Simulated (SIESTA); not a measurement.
# BaS under changes of volume

One of the cells (33.228 Å³/atom); the others are scaled copies at fixed shape and fractional positions:

```
CELL_PARAMETERS angstrom
0.00000 3.21490 3.21490
3.21490 0.00000 3.21490
3.21490 3.21490 0.00000
ATOMIC_POSITIONS crystal
Ba 0.00000 0.00000 0.00000
S 0.50000 0.50000 0.50000
```

- Program: SIESTA 5.4.2
- Functional: PBE
- Potentials or basis: PseudoDojo 0.4 standard (PBE files)
- Basis: DZP (energy shift 0.002 Ry; d shell added on Ba)
- Grid cutoff: 500 Ry
- Energy shift: 0.002 Ry
- k mesh: 7 × 7 × 7
- Occupations: fermi-dirac, width 0.05 eV
- Spin: no spin polarisation

```tsv
volume (Å³/atom)	energy over the lowest point (meV/atom)	pressure (GPa)	gap on the mesh (eV)
30.622	48.63	5.1	1.99
31.273	30.29	3.9	2.04
31.925	16.66	2.8	2.08
33.228	?	?	?
33.879	0.00	0.1	2.21
34.531	1.19	-0.6	2.24
```

What does the run at 33.228 Å³/atom give?

Energy over the lowest point 1.98 meV/atom; pressure 0.9 GPa; gap on the mesh 2.17 eV.

Worked out: A Birch-Murnaghan fit of order 3 (a polynomial in V^(-2/3)) to the other rows has its minimum at 33.95 Å³/atom with B0 = V·E''(V) = 40 GPa and B' = 4.4. It gives 1.94 meV/atom at 33.228 Å³/atom, against the run's 1.98, and -dE/dV = 0.9 GPa, against 0.9. A straight line through the other rows of the gap, of slope 2.1 eV per unit of ln V, gives 2.16 eV, against the run's 2.17.

Energies are extrapolated to zero smearing.

Caveats: this set's barium file shifts pressures by up to 1 GPa against other sets; semicore shells carry a single zeta, which can move pressures by several GPa and volumes by a few percent; spin-orbit coupling is left out, which moves the levels of the heavy elements; an odd mesh through Γ misses points on the zone boundary, where band edges often lie; the basis of atomic orbitals isn't converged, which shifts pressures, moduli and gaps.
